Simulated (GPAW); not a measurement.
Pd in GPAW: convergence with k mesh

The system is Pd.

```
Pd
1.0
     0.00000    1.94650    1.94650
     1.94650    0.00000    1.94650
     1.94650    1.94650    0.00000
Pd
1
Cartesian
  0.0000 0.0000 0.0000
```

| Property | Result |
| --- | --- |
| Program | GPAW 26.7.0 |
| Task | convergence study |
| Functional | LDA |
| Potentials or basis | the program's PAW data sets (release 1.2.1) made for this functional |
| Cutoff | 600 eV |
| Basis | pw |
| k mesh | 3 × 3 × 3 |
| Occupations | fermi-dirac, width 0.05 eV |
| Spin | no spin polarisation |

These are the settings of the first run; the series varies k mesh, with any setting tied to it.

Hardware: 1 thread of Arm Neoverse V1 (shared host).

Task: The values tried are 3 × 3 × 3, 4 × 4 × 4, 5 × 5 × 5, 6 × 6 × 6, 7 × 7 × 7, 9 × 9 × 9, 11 × 11 × 11, 13 × 13 × 13, 16 × 16 × 16, loosest first. From which on does the pressure stay within 0.1 GPa of the tightest run that finished?

Result: From 13 × 13 × 13 on.

| k mesh | energy less the tightest run, at zero smearing (meV/atom) | pressure (GPa) | SCF cycles | CPU time (s) | peak memory (GiB) |
| --- | --- | --- | --- | --- | --- |
| 3 × 3 × 3 | 854.23 | 3.55 | 11 | 2.5 | 0.12 |
| 4 × 4 × 4 | -145.12 | -8.38 | 9 | 2.9 | 0.12 |
| 5 × 5 × 5 | 159.92 | -5.59 | 9 | 3.2 | 0.12 |
| 6 × 6 × 6 | -18.97 | -9.61 | 8 | 3.8 | 0.12 |
| 7 × 7 × 7 | -3.14 | -7.66 | 9 | 4.6 | 0.13 |
| 9 × 9 × 9 | -8.45 | -8.63 | 8 | 6.1 | 0.13 |
| 11 × 11 × 11 | 15.21 | -7.86 | 8 | 8.7 | 0.13 |
| 13 × 13 × 13 | -3.58 | -8.17 | 8 | 12 | 0.14 |
| 16 × 16 × 16 | 0.00 | -8.13 | 8 | 20 | 0.15 |

Not settled before the last step: the energy (to 1 meV/atom). Meshes of other sizes hit other points, so gaps and Fermi surfaces needn't settle smoothly. The tightest run that finished is the yardstick and may itself not be fully converged.
